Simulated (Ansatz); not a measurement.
## HfC: stiffness from a series of strains

```
CELL_PARAMETERS angstrom
0.00000 2.32500 2.32500
2.32500 0.00000 2.32500
2.32500 2.32500 0.00000
ATOMIC_POSITIONS crystal
Hf 0.50000 0.50000 0.50000
C 0.00000 0.00000 0.00000
```

Atom numbers follow the list: Hf1, C2.

Conventional cell: a = 4.650 Å, b = 4.650 Å, c = 4.650 Å, α = 90.00°, β = 90.00°, γ = 90.00°. Around Hf (atom 1) lie 6 C at 2.33 Å. C (atom 2) has 6 Hf at 2.33 Å as nearest neighbours.

The cell is COD entry 1539502, as deposited and not checked against the literature; nothing was relaxed.

Spin–orbit coupling is left out, though it moves levels of the heavy atoms by tenths of an eV or more.

These are results of DFT, PBE, all-electron LAPW, scalar-relativistic in Ansatz 0.2.0, not measurements.

The runs use a Γ-centred 15×15×15 k mesh, Fermi–Dirac smearing of 0.05 eV, basis error target 1 meV/atom, no spin polarisation.

The strain is applied along the Cartesian axes of the cell as listed (the other components stay zero). Fractional coordinates are held (clamped ions).

σ is the change of stress from the unstrained cell, which is at 0.25 GPa; tension is positive, so slopes are stress–strain coefficients at that pressure. In a metal the k mesh adds noise.

Only quantities that a quadratic follows smoothly over the whole series are listed; rougher ones are left out.

| εzz | σzz (GPa) | σxx (GPa) |
| --- | --- | --- |
| -0.0300 | -17.51 | -3.28 |
| -0.0200 | -11.00 | -2.18 |
| -0.0100 | -5.19 | -1.08 |
| 0.0000 | 0.00 | 0.00 |
| 0.0100 | 4.65 | 1.04 |
| 0.0300 | 12.60 | 2.95 |

**Question.** Fit the series and read off the stiffness at zero strain.

**Answer.** Least-squares fits y = p0 + p1 x + p2 x² to the rows give σzz (GPa): p1 = 500, p2 = -2700; σxx (GPa): p1 = 104, p2 = -180. So C11 = 500 GPa and C12 = 104 GPa, which gives B = (C11 + 2 C12)/3 = 236 GPa.

**Question.** One run, at εzz = 0.0200, is withheld. Predict its row.

**Answer.** The fits give 8.93, 2.01; the run gave 8.84, 2.02.
